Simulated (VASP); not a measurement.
A run of VASP 6.6.1 is set up as follows.

Contents of INCAR:

```
SYSTEM = W8S15
PREC     = Accurate       ! precision mode
ENCUT    = 350            ! plane-wave cutoff, eV
EDIFF    = 1E-5           ! SCF threshold, eV
ISMEAR   = 0              ! smearing method
SIGMA    = 0.03           ! smearing width, eV
LREAL    = Auto         
LASPH    = .True.         ! aspherical terms in the spheres
NELM     = 120            ! most SCF steps
ALGO     = Normal         ! electronic algorithm
ISIF     = 2              ! what is computed and relaxed
LWAVE    = .False.        ! write WAVECAR
LCHARG   = .False.        ! write CHGCAR
GGA      = PS             ! functional
LORBIT   = 11             ! projections on sites
NELECT   = 203.0
```

KPOINTS

```
Automatic mesh
0
Gamma
  3 3 2
  0 0 0
```

Contents of POSCAR:

```
W8S15
1.0
    6.3064000000      0.0000000000      0.0000000000
   -3.1532000000      5.4615026064      0.0000000000
    0.0000000000      0.0000000000     12.3230000000
W S
8 15
Direct
    0.1666666667      0.3333333333      0.2500000000
    0.1666666667      0.8333333333      0.2500000000
    0.6666666667      0.3333333333      0.2500000000
    0.6666666667      0.8333333333      0.2500000000
    0.3333333333      0.1666666667      0.7500000000
    0.3333333333      0.6666666667      0.7500000000
    0.8333333333      0.1666666667      0.7500000000
    0.8333333333      0.6666666667      0.7500000000
    0.1666666667      0.8333333333      0.6225000000
    0.6666666667      0.3333333333      0.6225000000
    0.6666666667      0.8333333333      0.6225000000
    0.3333333333      0.1666666667      0.1225000000
    0.3333333333      0.6666666667      0.1225000000
    0.8333333333      0.1666666667      0.1225000000
    0.8333333333      0.6666666667      0.1225000000
    0.1666666667      0.3333333333      0.8775000000
    0.1666666667      0.8333333333      0.8775000000
    0.6666666667      0.3333333333      0.8775000000
    0.6666666667      0.8333333333      0.8775000000
    0.3333333333      0.1666666667      0.3775000000
    0.3333333333      0.6666666667      0.3775000000
    0.8333333333      0.1666666667      0.3775000000
    0.8333333333      0.6666666667      0.3775000000
```

Potentials or basis: VASP PAW PBE potentials, release 64 (W_sv, S).

The run is started by

```bash
$ cat potpaw_PBE.64/W_sv/POTCAR potpaw_PBE.64/S/POTCAR > POTCAR
$ mpirun -np 1 vasp_std > vasp.out
```

Q: Predict the band gap on the k mesh.

A: None (metal or under the smearing width).

Q: Predict the largest force.

A: 0.758 eV/Å.

Forces in eV/Å, atoms in the order of the input:
```
W    0.000  0.000 -0.027
W   -0.021 -0.012  0.033
W    0.000  0.025  0.033
W    0.021 -0.012  0.033
W   -0.506  0.292  0.483
W    0.000 -0.584  0.483
W    0.506  0.292  0.483
W    0.000  0.000 -0.334
S   -0.118 -0.068  0.112
S    0.000  0.137  0.112
S    0.118 -0.068  0.112
S    0.024 -0.014 -0.014
S    0.000  0.028 -0.014
S   -0.024 -0.014 -0.014
S    0.000  0.000  0.087
S    0.000  0.000 -0.626
S    0.309  0.179 -0.290
S    0.000 -0.357 -0.290
S   -0.309  0.179 -0.290
S    0.029 -0.017 -0.004
S    0.000  0.033 -0.004
S   -0.029 -0.017 -0.004
S    0.000  0.000 -0.064
```

Caveat: the k mesh is coarse (spacing up to 0.38 Å⁻¹), so the values aren't converged; the cell is charged against a uniform background, so pressure and absolute levels hang on convention; the PAW data sets were made with another functional, which shifts forces and pressure a little. Spin-orbit coupling is left out, which matters for the levels of W.
